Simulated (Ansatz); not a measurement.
These are results of DFT PBE, scalar-relativistic, plane waves, PAW (Ansatz), not measurements. All cells share a 420 eV cutoff and Γ-centred k meshes spaced at most about 0.3 Å⁻¹ (about 0.25 or finer for metals, 2π included). Spin is collinear in cells that carry moments; the others ran without spin or lost their moments.

Temperature and zero-point effects are left out.

Question: Order these relaxed structures of WSe4 by energy, lowest first, with the energy over the lowest of them.
A. (parallel moments up to 0.8 μB) Space group Im-3m (No. 229), cubic, a = 6.137 Å. Se has 2 W at 2.66 Å and 6 Se at 3.07 Å; W has 8 Se at 2.66 Å.
B. (no moments) Space group P-43m (No. 215), cubic, a = 5.460 Å. W has 4 Se at 2.32 Å; Se is surrounded by 1 W at 2.32 Å.

Answer: B (0 meV/atom), A (438 meV/atom). Counting Se atoms around W (those within 1.25 times the shortest such distance or 1.15 times the sum of covalent radii): B has W 4; A has W 8. Both come from invented guesses. Even the lowest of the cells shown lies +0.15 eV/atom against the elements.

No dispersion correction is applied, so the spacing and binding between layers, chains or molecules are poorly described (P-43m), and this can change margins and order among such cells. Spin–orbit coupling, which can matter for W, is left out. The magnetic state reached may not be the lowest. Cells relaxed within their symmetry can be saddle points. Some candidate types were left out of the draw beforehand, so a known form may be missing.
